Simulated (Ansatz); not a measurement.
A generator proposed this cell of CuO.

```cif
data_structure
_symmetry_space_group_name_H-M 'P 1'
_symmetry_Int_Tables_number 1
_cell_length_a 2.4503
_cell_length_b 2.4503
_cell_length_c 4.4433
_cell_angle_alpha 90.000
_cell_angle_beta 90.000
_cell_angle_gamma 90.000
_cell_volume 26.68
loop_
_atom_site_label
_atom_site_type_symbol
_atom_site_fract_x
_atom_site_fract_y
_atom_site_fract_z
_atom_site_occupancy
Cu1 Cu 0.50000 0.50000 0.50000 1
O1 O 0.00000 0.00000 0.00000 1
```

Computed with DFT PBE, scalar-relativistic, plane waves, PAW in Ansatz 0.2.0. Cutoff 420 eV; k points 8×8×4 on the computed 2-atom cell (Γ-centred); Gaussian smearing, width 0.10 eV; collinear spin from starting moments 1.0 0.0 μB.

The zero of energy is the elements' standard structures at the same level (O₂ as a molecule); no fitted shifts are applied.

Problem. How far from equilibrium is it?

Solution. The pressure is -16.1 GPa (the mean over three directions, positive in compression), the largest force is 0.00 eV/Å (symmetry fixes the atoms), and the energy is +1.16 eV/atom against the elements. The shortest distance is 2.45 Å.

Problem. Is it a good guess?

Solution. A poor one: relaxing gains about 1.1 eV/atom (the start's value is from the coarse mesh, so the gain is rough) in 20 ionic steps and ends at +0.05 eV/atom on the finer mesh. The symmetry goes from P4/mmm (No. 123) to Pm-3m (No. 221). The end has the caesium chloride type. The volume per atom shrinks by 30.6 %, from 13.3 to 9.3 Å³. The shortest distance goes from 2.45 Å (Cu–Cu and O–O) to 2.29 Å (Cu–O). Conventional cell: a = 2.646 Å. Cu is surrounded by 8 O at 2.29 Å and 6 Cu at 2.65 Å; O is surrounded by 8 Cu at 2.29 Å and 6 O at 2.65 Å.

The last run used collinear spin, a 20×20×20 mesh for its 2-atom cell and Gaussian smearing of 0.10 eV. No Hubbard U is applied to the open shell of Cu. The magnetic state reached may not be the lowest. The relaxation can't lower the symmetry of the start, and the grade says only how near the guess is to its own end. Symmetry constrained the relaxation, so the result can be a saddle point. Another cell of CuO relaxed alike but without spin, in Fm-3m, lies 0.44 eV/atom lower, so this cell isn't the stable form at this level.
